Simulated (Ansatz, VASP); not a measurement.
Given: the input of a run of VASP 6.6.1 on TiO2. The cell is a database's computed one, not the measured one.

File INCAR:

```
PREC = Accurate ; ENCUT = 520
EDIFF = 1E-6 ; ISMEAR = 0
SIGMA = 0.014 ; LREAL = F
LASPH = T ; NELM = 80
ALGO = Fast ; ISIF = 2
LWAVE = F ; LCHARG = F
GGA = PE
```

The input KPOINTS:

```
Automatic mesh
0
Gamma
  6 6 9
```

POSCAR

```
TiO2
1.0
    4.5998373239      0.0000000000      0.0000000000
    0.0000000000      4.5998373239      0.0000000000
    0.0000000000      0.0000000000      2.9592135600
Ti O
2 4
Direct
    0.0000000000      0.0000000000      0.5000000000
    0.5000000000      0.5000000000      0.0000000000
    0.3043213200      0.3043213200      0.5000000000
    0.1956786800      0.8043213200      0.0000000000
    0.8043213200      0.1956786800      0.0000000000
    0.6956786800      0.6956786800      0.5000000000
```

Potentials or basis: VASP PAW PBE potentials, release 64 (Ti_sv, O).

Launch:

```sh
$ cat potpaw_PBE.64/Ti_sv/POTCAR potpaw_PBE.64/O/POTCAR > POTCAR
$ mpirun -np 1 vasp_std > vasp.out
```

Task: Translate it to Ansatz 0.2.0. Potentials or basis there: Ansatz PAW, cutoff 420 eV.

Result: As run (cutoffs and basis follow the program's own potentials, and thresholds, step limits or extra output files can differ):

Contents of input.yaml:

```yaml
crystal:
  lattice:
    - [4.5998373239, 0.0, 0.0]
    - [0.0, 4.5998373239, 0.0]
    - [0.0, 0.0, 2.95921356]
  atoms:
    - { symbol: Ti, position: [0.0, 0.0, 0.5] }
    - { symbol: Ti, position: [0.5, 0.5, 0.0] }
    - { symbol: O, position: [0.30432132, 0.30432132, 0.5] }
    - { symbol: O, position: [0.19567868, 0.80432132, 0.0] }
    - { symbol: O, position: [0.80432132, 0.19567868, 0.0] }
    - { symbol: O, position: [0.69567868, 0.69567868, 0.5] }
hamiltonian:
  xc: pbe
  pseudopotentials: { kind: paw }
kpoints:
  mp_grid: { grid: [6, 6, 9] }
scf:
  occupations: { method: gaussian, width: 0.014 }
output:
  forces: true
  stress: true
  eigenvalues: true
  write_density: true
  write_potential: true
  elf: true
  volumetric_format: npy
```

Potentials or basis: Ansatz PAW.

Run with:

```bash
$ ansatz run input.yaml --threads 2 --pin off --max-ram 5632MiB --backend cpu --events-out ev --progress --plain --runs-dir out
```

Both were run:

|  | VASP | Ansatz |
| --- | --- | --- |
| Pressure | 4.9 GPa | 4.2 GPa |

Ansatz's pressure holds a Pulay term of +0.73 GPa for its cutoff of 420 eV, which the other run lacks.

Where Ansatz's input types no cutoff or centring, it takes its own default and a Γ-centred mesh.

Pressure is positive in compression.
